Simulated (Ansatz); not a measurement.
# NaH: the change of pressure with volume scale

Periodic Kohn-Sham DFT of a crystal at fixed atoms, scaled to volume_scale times the given cell; pressure positive in compression, energy less spherical unpolarised free atoms, largest_vzz the field gradient of largest size among the nuclei. The results are calculated, by Ansatz 0.2.0.

The cell before it is scaled or strained (space group Fm-3m, No. 225):
```
CELL_PARAMETERS angstrom
0.00000 2.44000 2.44000
2.44000 0.00000 2.44000
2.44000 2.44000 0.00000
ATOMIC_POSITIONS crystal
Na 0.00000 0.00000 0.00000
H 0.50000 0.50000 0.50000
```

Settings of every row: method frozen-core PAW; functional PBE; relativity scalar; k mesh 9x9x9; filling fermi-dirac; smearing width 0.02 eV; wave cutoff 420 eV; paw set soft_2.

Atom start moment: 0 on all atoms.

```csv
row,volume scale,V (Å³/atom),pressure (GPa)
1,0.9405,13.662,?
2,0.98,14.236,-0.217
3,1,14.527,-0.653
4,1.02,14.817,-1.049
5,1.06,15.398,-1.736
```

Question: what pressure should row 1 give?

Worked fit of pressure. Take u = (V_r/V)^(2/3) − 1 with V_r = 14.672 Å³ an atom, which is twice the finite (Eulerian) strain; such expansions in the strain, on which the Birch-Murnaghan equation of state is built, carry the rest volume and the bulk modulus. The shown rows have u = 0.02031, 0.00664, -0.00653, -0.03168. Least squares give pressure = −0.8557 + 30.022 × u + 70.54 × u² GPa; a straight line predicts inner rows, each left out in turn, worse (root mean square 0.03 against 0.00058 GPa). All shown rows lie on it to the printed digit. The withheld row has u = 0.0487, so the fit gives −0.8557 + 30.022 × (0.0487) + 70.54 × (0.0487)² = 0.774 GPa.

The calculation gave 0.78 GPa. The fit lies 0.006 GPa (0.24 % of the column's range) below it; its largest miss of a shown row is 0.000 GPa. This row lies beyond the range of the fit.
